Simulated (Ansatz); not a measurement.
# A series in volume scale on W

Plane-wave DFT, scalar-relativistic PAW made under PBE with cores redone for the functional, no dispersion; the given relaxed cell is scaled uniformly, energy at zero smearing counts from the unscaled cell, pressure at the given Fermi-Dirac smearing is positive in compression. The results are calculated, by Ansatz 0.2.0.

The cell before it is scaled or strained (space group Fm-3m, No. 225):
```
CELL_PARAMETERS angstrom
0.00000 2.01900 2.01900
2.01900 0.00000 2.01900
2.01900 2.01900 0.00000
ATOMIC_POSITIONS crystal
W 0.00000 0.00000 0.00000
```

Settings of every row: spin polarised no; functional PBE; wave cutoff 420 eV; smearing width 0.1 eV; k mesh 22x22x22.

Atom starting moment: 0 on all atoms.

Limits: all rows lie far from zero pressure; no spin-orbit coupling, which can matter with elements this heavy; the cell comes from a prototype or a list of computed structures and needn't be the stable phase.

| row | volume scale | V (Å³/atom) | pressure (GPa) | energy change per atom (meV) |
| --- | --- | --- | --- | --- |
| 1 | 0.88 | 14.485 | 46.4 | 253.13 |
| 2 | 0.92 | 15.144 | 27.64 | 103.04 |
| 3 | 0.96 | 15.802 | 12.33 | 23.05 |
| 4 | 1.04 | 17.119 | -10.34 | 23.31 |
| 5 | 1.08 | 17.777 | ? | ? |
| 6 | 1.12 | 18.436 | -25.38 | 176.2 |

Question: what pressure and energy change per atom should row 5 give?

Worked fit of pressure. Take u = (V_r/V)^(2/3) − 1 with V_r = 15.802 Å³ an atom, which is twice the finite (Eulerian) strain; such expansions in the strain, on which the Birch-Murnaghan equation of state is built, carry the rest volume and the bulk modulus. The shown rows have u = 0.05973, 0.02876, 0, -0.05197, -0.09767. Least squares give pressure = 12.379 + 499.45 × u + 1159.9 × u² GPa; a straight line predicts inner rows, each left out in turn, worse (root mean square 3.3 against 0.13 GPa). The rows lie off it by 0.05, -0.06, -0.05, 0.10, -0.04 (root mean square 0.064 GPa). The pressure vanishes at u = -0.0264, or V = 16.45 Å³ an atom, and there the bulk modulus at fixed shape and fractions is B = −V dP/dV = (2/3)(1 + u) dP/du = 284 GPa. The withheld row has u = -0.07551, so the fit gives 12.379 + 499.45 × (-0.07551) + 1159.9 × (-0.07551)² = -18.72 GPa.

The calculation gave -18.64 GPa. The fit lies 0.08 GPa (0.11 % of the column's range) below it; its largest miss of a shown row is 0.10 GPa.

Worked fit of energy change per atom. Take u = (V_r/V)^(2/3) − 1 with V_r = 15.802 Å³ an atom, which is twice the finite (Eulerian) strain; such expansions in the strain, on which the Birch-Murnaghan equation of state is built, carry the rest volume and the bulk modulus. The shown rows have u = 0.05973, 0.02876, 0, -0.05197, -0.09767. Least squares give energy change per atom = 23.216 + 1792.09 × u + 34399.2 × u² meV; a straight line predicts inner rows, each left out in turn, worse (root mean square 98 against 0.41 meV). The rows lie off it by 0.15, -0.17, -0.17, 0.32, -0.13 (root mean square 0.2 meV). Its lowest point lies at u = -0.0260, or V = 16.44 Å³ an atom, and the curvature there gives the bulk modulus at fixed shape and fractions, B = (4/9)(1 + u)² E″(u)/V = 283 GPa. The withheld row has u = -0.07551, so the fit gives 23.216 + 1792.09 × (-0.07551) + 34399.2 × (-0.07551)² = 84.03 meV.

The calculation gave 84.38 meV. The fit lies 0.35 meV (0.15 % of the column's range) below it; its largest miss of a shown row is 0.32 meV.
